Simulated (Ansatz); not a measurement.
**InAs: relaxation of cell and atoms with HF**

InAs:

```
CELL_PARAMETERS angstrom
4.73122 0.00000 0.00000
-2.36561 4.09736 0.00000
0.00000 0.00000 2.91089
ATOMIC_POSITIONS crystal
In 0.00000 0.00000 0.00000
As 0.66667 0.33333 0.00000
```

The cell was built by a generator and needn't be a form met in nature.

```json
{
  "Program": "Ansatz 0.2.0",
  "Task": "relaxation of cell and atoms",
  "Functional": "HF",
  "Potentials or basis": "Ansatz PAW",
  "Cutoff": "420 eV (not typed: the program's choice for these potentials)",
  "k mesh": "4 × 4 × 5",
  "Occupations": "fermi-dirac, width 0.05 eV",
  "Spin": "no spin polarisation"
}
```

```
Relaxed volume                         : 30.29 Å³/atom
Relaxed cell                           : a = 4.873 Å, b = 4.873 Å, c = 2.946 Å, α = 90.00°, β = 90.00°, γ = 120.00°
Space group after relaxing (to 0.05 Å) : P-6m2 (No. 187)
Energy gained by relaxing              : 28.5 meV/atom
Ionic steps                            : 5
Pressure after relaxing                : 0.0 GPa
Band gap on the k mesh                 : none (metal or under the smearing width)
```

Step by step:
```
step  energy change (eV)  largest force (eV/Å)  volume (Å³)
   1              0.0000                0.0000        56.43
   2             -0.0333                0.0000        63.48
   3             -0.0548                0.0000        60.91
   4             -0.0553                0.0000        60.58
   5             -0.0570                0.0000        60.58
```

Final structure:
```
CELL_PARAMETERS angstrom
4.87304 0.00000 0.00000
-2.43652 4.22018 0.00000
0.00000 0.00000 2.94600
ATOMIC_POSITIONS crystal
In 0.00000 0.00000 0.00000
As 0.66667 0.33333 0.00000
```

Levels at points of the mesh, in eV from the Fermi level:
| k point | band 10 | band 11 | band 12 | band 13 | band 14 | band 15 | band 16 | band 17 | band 18 |
| --- | --- | --- | --- | --- | --- | --- | --- | --- | --- |
| (0.00, 0.00, 0.00) | -23.17 | -18.71 | -6.48 | -5.18 | -5.18 | 5.51 | 5.51 | 8.96 | 9.55 |
| (0.00, -0.50, 0.00) | -23.17 | -17.84 | -11.36 | -6.17 | -1.42 | 8.23 | 10.01 | 10.38 | 11.23 |

Run time: 41 s on 1 × NVIDIA H100 80GB HBM3 with 2 threads of AMD EPYC 7R13 Processor (Zen 3) (shared host), peak memory 2.1 GiB.

Caveat: the k mesh is coarse (spacing up to 0.43 Å⁻¹), so the values aren't converged, least of all with exact exchange; the plane-wave basis is chosen anew once the cell has moved, so the energies of steps on either side of that aren't comparable; the PAW data sets come from PBE, with cores solved anew for the run's functional, which leaves a small shift of forces and pressure.
